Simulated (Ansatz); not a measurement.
## CdSe: how strain makes field gradients

```yaml
crystal:
  lattice:
    - [0.00000, 3.07027, 3.07027]
    - [3.07027, 0.00000, 3.07027]
    - [3.07027, 3.07027, 0.00000]
  atoms:
    - { symbol: Cd, position: [0.00000, 0.00000, 0.00000] }
    - { symbol: Se, position: [0.25000, 0.25000, 0.25000] }
```

Atoms are numbered in the order listed.

Structure from Materials Project entry mp-2691 (possibly hypothetical), not relaxed further.

Computed with DFT, LDA, all-electron PAW with datasets made for the crystal, scalar-relativistic in Ansatz 0.2.0.

Sampling and basis: a Γ-centred 8×8×8 k mesh, Fermi–Dirac smearing of 0.03 eV, cutoff 240 eV (chosen by the program for this cell), no spin polarisation.

The strain is applied along the Cartesian axes of the cell as listed (the other components stay zero). Fractional coordinates are held (clamped ions).

The columns are Cartesian components of the electric field gradient at the nuclei, in 10²¹ V/m².

No spin–orbit coupling: at heavy atoms the gradients can be off by tens of per cent for that reason.

Only quantities that a quadratic follows smoothly over the whole series are listed; rougher ones are left out.

| εzz | Vzz at Cd1 | Vzz at Se2 |
| --- | --- | --- |
| -0.0300 | 0.92 | -1.20 |
| -0.0200 | 0.61 | -0.81 |
| -0.0100 | 0.30 | -0.41 |
| 0.0000 | 0.00 | 0.00 |
| 0.0100 | -0.29 | 0.41 |
| 0.0300 | -0.85 | 1.23 |

Problem. Fit the series and give the gradient–strain slopes.

Solution. Least-squares fits y = p0 + p1 x + p2 x² to the rows give Vzz at Cd1: p1 = -29.5, p2 = 38; Vzz at Se2: p1 = 40.6, p2 = 18. The slopes p1 are in 10²¹ V/m² per unit strain, for clamped ions.

Problem. One run, at εzz = 0.0200, is withheld. Predict its row.

Solution. The fits give -0.57, 0.82; the run gave -0.57, 0.82.
